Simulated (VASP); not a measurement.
# B (P6/mmm) in VASP: further runs

Runs on B. Level: PBEsol. Tasks: single point.

Program: VASP 6.6.1. These are calculated values, not measurements. Logs are shortened: lines on timing, memory, paths and dates and some standing lists are left out, and cuts for length are marked.

### 1 The cell of the first run

It takes space group P6/mmm (No. 191, hexagonal). Conventional cell: a = 1.777 Å, b = 1.777 Å, c = 3.739 Å, α = 90.00°, β = 90.00°, γ = 120.00°. B (site symmetry 6/mmm) is surrounded by 6 B at 1.78 Å.

This isn't the form of B at room conditions, which is rhombohedral.

### 2 Single point, PBEsol (strained and moved within a subgroup)

INCAR reads:

```
PREC = Accurate
ENCUT = 520
EDIFF = 1E-6
ISMEAR = 0
SIGMA = 0.1
LREAL = False
LASPH = True
NELM = 60
ALGO = Fast
ISIF = 2
LWAVE = False
LCHARG = True
GGA = PS
LELF = True
LVHAR = True
NBANDS = 8
```

KPOINTS reads:

```
Automatic mesh
0
Gamma
  24 24 10
```

POSCAR reads:

```
B
1.0
    1.7765234850      0.0000000000      0.0000000000
   -0.8882617425      1.5385144684      0.0000000000
    0.0000000000      0.0000000000      3.7391051097
B
1
Direct
    0.0000000000      0.0000000000      0.0000000000
```

Potentials or basis: VASP PAW PBE potentials, release 64 (B).

The run is started by

```
cat potpaw_PBE.64/B/POTCAR > POTCAR
mpirun -np 1 vasp_std > vasp.out
```

OUTCAR:

```text
PREC = Accurate
   ENCUT = 520
   EDIFF = 1E-6
   ISMEAR = 0
   LREAL = False
   LASPH = True
   NELM = 60
   ISIF = 2
   GGA = PS

 ion  position               nearest neighbor table
   1  0.000  0.000  0.000-

  LATTYP: Found a hexagonal cell.
 ALAT       =     1.7765234850
 C/A-ratio  =     2.1047315959

  Lattice vectors:

 A1 = (   1.7765234850,   0.0000000000,   0.0000000000)
 A2 = (  -0.8882617425,   1.5385144684,   0.0000000000)
 A3 = (   0.0000000000,   0.0000000000,   3.7391051097)

Analysis of symmetry for initial positions (statically):
=====================================================================
 Subroutine PRICEL returns:
 Original cell was already a primitive cell.

 Routine SETGRP: Setting up the symmetry group for a
 hexagonal supercell.

 Subroutine GETGRP returns: Found 24 space group operations
 (whereof 24 operations were pure point group operations)
 out of a pool of 24 trial point group operations.

The static configuration has the point symmetry D_6h.

Analysis of symmetry for dynamics (positions and initial velocities):
=====================================================================
 Subroutine PRICEL returns:
 Original cell was already a primitive cell.

 Routine SETGRP: Setting up the symmetry group for a
 hexagonal supercell.

 Subroutine GETGRP returns: Found 24 space group operations
 (whereof 24 operations were pure point group operations)
 out of a pool of 24 trial point group operations.

The dynamic configuration has the point symmetry D_6h.

 Subroutine INISYM returns: Found 24 space group operations
 (whereof 24 operations are pure point group operations),
 and found     1 'primitive' translations

----------------------------------------------------------------------------------------

                                     Primitive cell

  volume of cell :      10.2197

  direct lattice vectors                    reciprocal lattice vectors
     1.776523485  0.000000000  0.000000000     0.562897146  0.324988819  0.000000000
    -0.888261743  1.538514468  0.000000000     0.000000000  0.649977638  0.000000000
     0.000000000  0.000000000  3.739105110     0.000000000  0.000000000  0.267443672

  length of vectors
     1.776523485  1.776523485  3.739105110     0.649977638  0.649977638  0.267443672

  position of ions in fractional coordinates (direct lattice)
     0.000000000  0.000000000  0.000000000

  ion indices of the primitive-cell ions
   primitive index   ion index
                 1           1

----------------------------------------------------------------------------------------

 KPOINTS: Automatic mesh

Automatic generation of k-mesh.
 Grid dimensions read from file:
 generate k-points for:   24   24   10

 Generating k-lattice:

  Cartesian coordinates                     Fractional coordinates (reciprocal lattice)
     0.023454048  0.013541201  0.000000000     0.041666667 -0.000000000  0.000000000
     0.000000000  0.027082402  0.000000000     0.000000000  0.041666667  0.000000000
     0.000000000  0.000000000  0.026744367     0.000000000  0.000000000  0.100000000

  Length of vectors
     0.027082402  0.027082402  0.026744367

  Shift w.r.t. Gamma in fractional coordinates (k-lattice)
     0.000000000  0.000000000  0.000000000

 Subroutine IBZKPT returns following result:
 ===========================================

 Found    366 irreducible k-points:

 Following reciprocal coordinates:
            Coordinates               Weight
  0.000000  0.000000  0.000000      1.000000
  0.041667  0.000000  0.000000      6.000000
  0.083333  0.000000  0.000000      6.000000
  0.125000  0.000000  0.000000      6.000000
  0.166667  0.000000  0.000000      6.000000
  0.208333  0.000000  0.000000      6.000000
[... 16 lines left out ...]
  0.416667  0.041667  0.000000     12.000000
  0.458333  0.041667  0.000000     12.000000
 [... further k-points ...]
   k-points           NKPTS =    366   k-points in BZ     NKDIM =    366   number of bands    NBANDS=      8
   number of dos      NEDOS =    301   number of ions     NIONS =      1
   total plane-waves  NPLWV =   5488
   dimension x,y,z NGX =    14 NGY =   14 NGZ =   28
   dimension x,y,z NGXF=    28 NGYF=   28 NGZF=   56
   ions per type =               1
   NGX,Y,Z   is equivalent  to a cutoff of  13.10, 13.10, 12.45 a.u.
   NGXF,Y,Z  is equivalent  to a cutoff of  26.20, 26.20, 24.90 a.u.
 SYSTEM =  unknown system
   PREC   = accura    normal or accurate (medium, high low for compatibility)
   ISTART =      0    job   : 0-new  1-cont  2-samecut
   ICHARG =      2    charge: 1-file 2-atom 10-const
   ISPIN  =      1    spin polarized calculation?
   LNONCOLLINEAR =      F non collinear calculations
   LSORBIT =      F    spin-orbit coupling
   LASPH  =      T    aspherical Exc in radial PAW
   ENCUT  =  520.0 eV  38.22 Ry    6.18 a.u.   3.30  3.30  6.95*2*pi/ulx,y,z
   NELM   =     60;   NELMIN=  2; NELMDL= -5     # of ELM steps
   EDIFF  = 0.1E-05   stopping-criterion for ELM
   LREAL  =      F    real-space projection
   EDIFFG = 0.1E-04   stopping-criterion for IOM
   NSW    =      0    number of steps for IOM
   IBRION =     -1    ionic relax: 0-MD 1-quasi-New 2-CG
   NFREE  =      0    steps in history (QN), initial steepest desc. (CG)
   ISIF   =      2    stress and relaxation
   ISYM   =      2    0-nonsym 1-usesym 2-fastsym
   POTIM  = 0.5000    time-step for ionic-motion
   TEBEG  =    0.0;   TEEND  =   0.0 temperature during run
   PSTRESS=    0.0 pullay stress
   NELECT =       3.0000    total number of electrons
   NUPDOWN=      -1.0000    fix difference up-down
   EMIN   =  10.00;   EMAX   =-10.00  energy-range for DOS
   EFERMI =   0.00;   METHOD = LEGACY
   ISMEAR =     0;   SIGMA  =   0.10  broadening in eV -4-tet -1-fermi 0-gaus
   EFERMI_NEDOS =   21; number of points for ismear=-14 and -15
   IALGO  =     68    algorithm
   IMIX   =      4    mixing-type and parameters
     AMIX     =   0.40;   BMIX     =  1.00
     AMIX_MAG =   1.60;   BMIX_MAG =  1.00
  volume/ion in A,a.u.               =      10.22        68.97
  Fermi-wavevector in a.u.,A,eV,Ry     =   1.088016  2.056052 16.106281  1.183778
  Thomas-Fermi vector in A             =   2.224188
   LORBIT       =      0    0 simple, 1 ext, 2 COOP (PROOUT), +10 PAW based schemes
   GGA     = PS    functional components
   LHFCALC =     F    Hartree Fock is set to
   AEXX    =    0.0000 exact exchange contribution
   IVDW    =     0    specifies the selected vdW correction
   LEPSILON=     F    determine dielectric tensor
   LRPA    =     F    only Hartree local field effects (RPA)
 non-spin polarized calculation
 RMM-DIIS sequential band-by-band and
 Gauss-broadening in eV      SIGMA  =   0.10
  energy-cutoff  :      520.00
  volume of cell :       10.22
 maximum number of plane-waves:       302
 NGX is ok and might be reduce to    14
   NGX =  7   NGY =  7   NGZ = 13

 number of electron       3.0000000 magnetization

 Free energy of the ion-electron system (eV)
  ---------------------------------------------------
  ext. energy  EPLUGINS =         0.00000000
  ---------------------------------------------------
  free energy    TOTEN  =        -6.23646235 eV

  energy without entropy =       -6.23506552  energy(sigma->0) =       -6.23576394

 E-fermi :   4.3403     XC(G=0):  -9.8584

 val. band max:        4.3397132200   @ k =   0.2083   0.2083   0.5000
 cond. band min:       4.3743610055   @ k =   0.2083   0.1667   0.1000
 fundamental gap:      0.0346477854
 Fermi energy:         4.3403247662

 k-point     1 :       0.0000    0.0000    0.0000
  band No.  band energies     occupation
      1     -11.8624      2.00000
      2      -1.6217      2.00000
      3       6.7950      0.00000
      4      26.5170      0.00000
      5      26.5170      0.00000
      6      29.1007      0.00000
      7      34.9068      0.00000
      8      46.9783      0.00000

 k-point     2 :       0.0417    0.0000    0.0000
  band No.  band energies     occupation
      1     -11.7859      2.00000
      2      -1.5175      2.00000
      3       6.8874      0.00000
      4      26.1411      0.00000
      5      26.2915      0.00000
      6      29.1739      0.00000
      7      35.1215      0.00000
      8      45.1233      0.00000

 k-point     3 :       0.0833    0.0000    0.0000
  band No.  band energies     occupation
      1     -11.5566      2.00000
      2      -1.2051      2.00000
      3       7.1634      0.00000
      4      25.0748      0.00000
      5      25.6718      0.00000
      6      29.3854      0.00000
      7      35.6576      0.00000
      8      42.7034      0.00000

 k-point     4 :       0.1250    0.0000    0.0000
  band No.  band energies     occupation
      1     -11.1756      2.00000
      2      -0.6858      2.00000
      3       7.6191      0.00000
      4      23.4490      0.00000
      5      24.7882      0.00000
      6      29.7060      0.00000
      7      36.2295      0.00000
      8      41.0356      0.00000

 k-point     5 :       0.1667    0.0000    0.0000
  band No.  band energies     occupation
      1     -10.6450      2.00000
      2       0.0382      2.00000
      3       8.2440      0.00000
      4      21.4183      0.00000
      5      23.7768      0.00000
      6      30.0627      0.00000
      7      36.4308      0.00000
      8      40.5158      0.00000
[... 177 lines left out ...]
 k-point    22 :       0.3750    0.0417    0.0000
  band No.  band energies     occupation
      1      -5.4327      2.00000
      2       7.3267      0.00000
      3       7.4175      0.00000
      4      16.5759      0.00000
      5      19.1168      0.00000
      6      22.1992      0.00000
      7      28.9973      0.00000
      8      36.3003      0.00000

 k-point    23 :       0.4167    0.0417    0.0000
  band No.  band energies     occupation
      1      -4.4206      2.00000
      2       5.9014      0.00000
      3       8.8791      0.00000
      4      17.9322      0.00000
      5      19.2520      0.00000
      6      19.9661      0.00000
      7      26.1631      0.00000
      8      36.3726      0.00000

 k-point    24 :       0.4583    0.0417    0.0000
  band No.  band energies     occupation
      1      -3.7645      2.00000
      2       4.9728      0.00000
      3       9.9768      0.00000
      4      18.2015      0.00000
      5      18.5154      0.00000
      6      20.7788      0.00000
      7      23.7103      0.00000
      8      36.4171      0.00000

 [... further k-points ...]

------------------------ aborting loop because EDIFF is reached ----------------------------------------

  FORCE on cell =-STRESS in cart. coord.  units (eV):
  Direction    XX          YY          ZZ          XY          YZ          ZX
  --------------------------------------------------------------------------------------
  -------------------------------------------------------------------------------------
  Total       -1.6445799     -1.6445799     -0.0674821      0.0000000     -0.0000000      0.0000000
  in kB     -257.8251977   -257.8251977    -10.5793448      0.0000000     -0.0000000      0.0000000
  external PRESSURE =    -175.4099134 kB  Pullay stress =       0.0000000 kB

 VOLUME and BASIS-vectors are now :
 -----------------------------------------------------------------------------
  energy-cutoff  :      520.00
  volume of cell :       10.22
      direct lattice vectors                 reciprocal lattice vectors
     1.776523485  0.000000000  0.000000000     0.562897146  0.324988819  0.000000000
    -0.888261743  1.538514468  0.000000000     0.000000000  0.649977638  0.000000000
     0.000000000  0.000000000  3.739105110     0.000000000  0.000000000  0.267443672

 POSITION                                       TOTAL-FORCE (eV/Angst)
 -----------------------------------------------------------------------------------
      0.00000      0.00000      0.00000         0.000000      0.000000      0.000000
 -----------------------------------------------------------------------------------
    total drift:                               -0.000000     -0.000000     -0.000000

  FREE ENERGIE OF THE ION-ELECTRON SYSTEM (eV)
  ---------------------------------------------------
  free  energy   TOTEN  =        -6.2364623546 eV

  energy  without entropy=       -6.2350655189  energy(sigma->0) =       -6.23576394
```

Run time: 12 s. Hardware: 1 thread of Intel Xeon Platinum 8488C (Sapphire Rapids), shared host; peak memory 0.13 GiB.

What came out:

```
Free energy            : -6.2365 eV
Pressure               : -17.5 GPa
Band gap on the k mesh : none (metal or under the smearing width)
```

Levels at points of the mesh, in eV from the Fermi level:
```tsv
k point	band 1	band 2	band 3	band 4	band 5	band 6	band 7
(0.00, 0.00, 0.00)	-16.20	-5.96	2.45	22.18	22.18	24.76	30.57
(0.50, 0.00, 0.00)	-8.09	0.51	5.74	13.88	14.40	16.90	18.45
(0.00, 0.00, 0.50)	-15.91	-7.78	8.74	13.36	22.18	22.18	42.75
(0.50, 0.00, 0.50)	-8.02	0.89	4.75	10.78	14.42	22.01	26.87
```

Caveat: so large a pressure means that the cell lies far from this level's equilibrium, or that cutoff or potentials fall short; the potentials were made for another functional, which shifts forces and pressure.

### 3 Single point, PBEsol (strained and moved within the space group)

INCAR reads:

```
SYSTEM = B
ALGO = Normal
EDIFF = 1E-6
ENCUT = 520
GGA = PS
ISIF = 2
ISMEAR = 0
LASPH = .TRUE.
LCHARG = .FALSE.
LREAL = .FALSE.
LWAVE = .FALSE.
NBANDS = 8
NELM = 80
PREC = Accurate
SIGMA = 0.1
```

KPOINTS reads:

```
k-points
0
G
  27 27 12
  0 0 0
```

POSCAR reads:

```
B
1.0
    1.7794176221      0.0000000000      0.0000000000
   -0.8897088110      1.5410208647      0.0000000000
    0.0000000000      0.0000000000      3.7452853285
B
1
Direct
    0.0000000000      0.0000000000      0.0000000000
```

Potentials or basis: VASP PAW PBE potentials, release 64 (B).

The run is started by

```
cat potpaw_PBE.64/B/POTCAR > POTCAR
mpirun -np 1 vasp_std > vasp.out
```

It took 17 s on 1 thread of Intel Xeon Platinum 8488C (Sapphire Rapids), shared host; peak memory 0.14 GiB.

The run converged. Its results:

```yaml
Free_energy: -6.2355 eV
Pressure: -18.6 GPa
Band_gap_on_the_k_mesh: none (metal or under the smearing width)
```

Stress tensor (GPa, compression positive):
```
-27.32   0.00   0.00
  0.00 -27.32   0.00
  0.00   0.00  -1.18
```

Levels at points of the mesh, in eV from the Fermi level:
| k point | band 1 | band 2 | band 3 | band 4 | band 5 |
| --- | --- | --- | --- | --- | --- |
| (0.00, 0.00, 0.00) | -16.22 | -5.97 | 2.46 | 22.01 | 22.01 |
| (0.00, 0.00, 0.50) | -15.93 | -7.76 | 8.72 | 13.31 | 22.02 |

Caveat: so large a pressure means that the cell lies far from this level's equilibrium, or that cutoff or potentials fall short; the potentials were made for another functional, which shifts forces and pressure.

### 4 Single point, PBEsol (strained and moved within a subgroup)

INCAR reads:

```
PREC = Accurate
ENCUT = 520
EDIFF = 1E-7
ISMEAR = 0
SIGMA = 0.1
LREAL = F
LASPH = T
NELM = 100
ALGO = Normal
ISIF = 2
LWAVE = F
LCHARG = T
GGA = PS
LELF = T
LVHAR = T
NBANDS = 8
```

KPOINTS reads:

```
Automatic mesh
0
Gamma
  27 27 12
```

POSCAR reads:

```
B
1.0
    1.6925764854      0.0000000000      0.0000000000
   -0.8462882427      1.4658142342      0.0000000000
    0.0000000000      0.0000000000      3.5598424089
B
1
Direct
    0.0000000000      0.0000000000      0.0000000000
```

The run is started by

```
cat potpaw_PBE.64/B/POTCAR > POTCAR
mpirun -np 1 vasp_std > vasp.out
```

Wall time 18 s (1 thread of Intel Xeon Platinum 8488C (Sapphire Rapids), shared host); peak memory 0.13 GiB.

It converged, with:

| Item | Value |
| --- | --- |
| Free energy | -6.3055 eV |
| Pressure | 5.6 GPa |
| Band gap on the k mesh | none (metal or under the smearing width) |

Stress tensor (GPa, compression positive):
```
 8.74  0.00  0.00
 0.00  8.74  0.00
 0.00  0.00 -0.69
```

Levels at points of the mesh, in eV from the Fermi level:
```csv
k point,band 1,band 2,band 3,band 4,band 5
"(0.00, 0.00, 0.00)",-17.33,-6.75,2.26,25.37,25.37
"(0.00, 0.00, 0.50)",-16.95,-8.90,9.32,14.40,25.38
```

Caveat: the PAW data sets were made with another functional, which shifts forces and pressure a little.

### 5 The runs side by side

| cell | k mesh | gap on the mesh (eV) | pressure (GPa) |
| --- | --- | --- | --- |
| strained and moved within a subgroup | 24 × 24 × 10 | none | -17.5 |
| strained and moved within the space group | 27 × 27 × 12 | none | -18.6 |
| strained and moved within a subgroup | 27 × 27 × 12 | none | 5.6 |

Alike in all rows: task single point; level PBEsol; potentials or basis VASP PAW PBE potentials, release 64 (B); no spin polarisation; cutoff (eV) 520; smearing gaussian 0.1 eV.

Caveats: so large a pressure means that the cell lies far from this level's equilibrium, or that cutoff or potentials fall short (some runs); the potentials were made for another functional, which shifts forces and pressure (some runs); the PAW data sets were made with another functional, which shifts forces and pressure a little (some runs).

Absolute energies hang on the potentials; compare differences alone.
